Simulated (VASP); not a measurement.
**MgS: single point with PBEsol**

Crystal: MgS.

```
Mg S
1.0
     3.71185    0.00000    0.00000
    -1.85593    3.21456    0.00000
     0.00000    0.00000    5.91771
Mg S
2 2
Direct
  0.66667 0.33333 0.49575
  0.33333 0.66667 0.99575
  0.33333 0.66667 0.37924
  0.66667 0.33333 0.87924
```

The cell comes from a database or a generator and needn't be the stable form of this composition.

The cell isn't the ideal one: strain -0.080 along x and y, -0.080 along z, atoms carried along.

```yaml
Program: VASP 6.6.1
Task: single point
Functional: PBEsol
Potentials_or_basis: VASP PAW PBE potentials, release 64 (Mg, S)
Cutoff: 520 eV
k_mesh: 6 × 6 × 4
Occupations: gaussian, width 0.05 eV
Spin: no spin polarisation
Dipole_correction: no
Further_INCAR_settings: ALGO = Normal; EDIFF = 1e-07; NBANDS = 16
```

```yaml
Pressure: 23.3 GPa
Band_gap_on_the_k_mesh: 4.27 eV, indirect (least direct gap 4.60 eV)
```

Stress tensor (GPa, compression positive):
```
24.05  0.00  0.00
 0.00 24.05  0.00
 0.00  0.00 21.89
```

Levels at points of the mesh, in eV from the valence-band top:
```csv
k point,band 6,band 7,band 8,band 9,band 10,band 11
"(0.00, 0.00, 0.00)",-0.21,-0.21,0.00,4.60,5.34,7.78
"(0.50, 0.00, 0.00)",-1.66,-1.35,-0.60,4.55,5.05,6.47
"(0.00, 0.00, 0.50)",-0.49,-0.49,-0.49,5.88,5.88,7.89
"(0.50, 0.00, 0.50)",-1.19,-1.09,-1.09,4.60,4.60,6.48
```

Run time: 16 s on 1 thread of AMD EPYC 9R45 (Zen 5), with other jobs on the host, peak memory 0.16 GiB.

Caveat: so large a pressure means that the cell lies far from this level's equilibrium, or that cutoff or potentials fall short; the potentials were made for another functional, which shifts forces and pressure. A k mesh can miss the band edges.
